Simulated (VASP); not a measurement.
Crystal: PtS2.

```xyz
3
Lattice="3.5432 0.0000 0.0000 -1.7716 3.0685 0.0000 0.0000 0.0000 5.0388" Properties=species:S:1:pos:R:3 pbc="T T T"
Pt    0.0000    0.0000    0.0000
S     1.7716    1.0228    3.8950
S     0.0000    2.0457    1.1438
```

| Property | Result |
| --- | --- |
| Program | VASP 6.6.1 |
| Task | relaxation of cell and atoms |
| Functional | revPBE |
| Dispersion | D3 |
| Potentials or basis | VASP PAW PBE potentials, release 64 (Pt, S) |
| Cutoff | 600 eV |
| k mesh | 9 × 9 × 5 |
| Occupations | fermi-dirac, width 0.05 eV |
| Spin | no spin polarisation |

At the start: pressure 8.9 GPa; volume 18.26 Å³/atom.

Problem. Where does the relaxation end?

Solution. Over 31 steps the energy falls by 81.3 meV/atom and the volume is 16.53 Å³/atom (-9.5 %); space group P-3m1 (No. 164, to 0.05 Å).

Step by step:
```tsv
step	energy change (eV)	largest force (eV/Å)	pressure (GPa)	volume (Å³)
1	0.0000	1.3929	8.86	54.78
2	0.1910	0.9850	-12.71	63.18
3	-0.1104	0.3356	-1.18	57.71
4	-0.1105	0.3659	-0.89	57.61
5	-0.1242	0.2505	-0.65	57.09
6	-0.1332	0.0599	-0.25	56.23
7	-0.1424	0.0570	-0.39	55.70
8	-0.1722	0.0690	-0.69	54.08
9	-0.2349	0.0990	-0.49	50.76
10	0.2044	0.9012	11.63	43.85
11	-0.2286	0.4050	1.38	50.29
12	-0.1861	0.0974	4.41	47.11
13	-0.2312	0.4206	2.00	49.54
14	-0.2306	0.3683	2.44	48.87
15	-0.2329	0.2602	1.84	48.80
16	-0.2332	0.1952	1.49	48.76
17	-0.2352	0.1760	1.16	48.90
18	-0.2396	0.1165	0.23	49.31
19	-0.2406	0.0078	-1.50	50.14
20	-0.2414	0.0405	-0.88	49.83
21	-0.2427	0.0469	-0.54	49.78
22	-0.2436	0.0551	-0.09	49.73
23	-0.2436	0.0575	0.05	49.71
24	-0.2436	0.0578	0.07	49.71
25	-0.2436	0.0580	0.05	49.71
26	-0.2437	0.0414	-0.02	49.72
27	-0.2438	0.0072	-0.22	49.75
28	-0.2439	0.0046	-0.08	49.68
29	-0.2439	0.0033	0.01	49.64
30	-0.2439	0.0015	0.00	49.62
31	-0.2440	0.0040	-0.03	49.58
```

Final structure:
```xyz
3
Lattice="3.6114 0.0000 0.0000 -1.8057 3.1276 0.0000 0.0000 0.0000 4.3898" Properties=species:S:1:pos:R:3 pbc="T T T"
Pt   -1.8057    3.1276    0.0000
S     1.8057    1.0425    3.1995
S     0.0000    2.0851    1.1903
```

Caveat: the PAW data sets were made with another functional, which shifts forces and pressure a little; pairwise dispersion overbinds metals, which lowers pressure and volume.
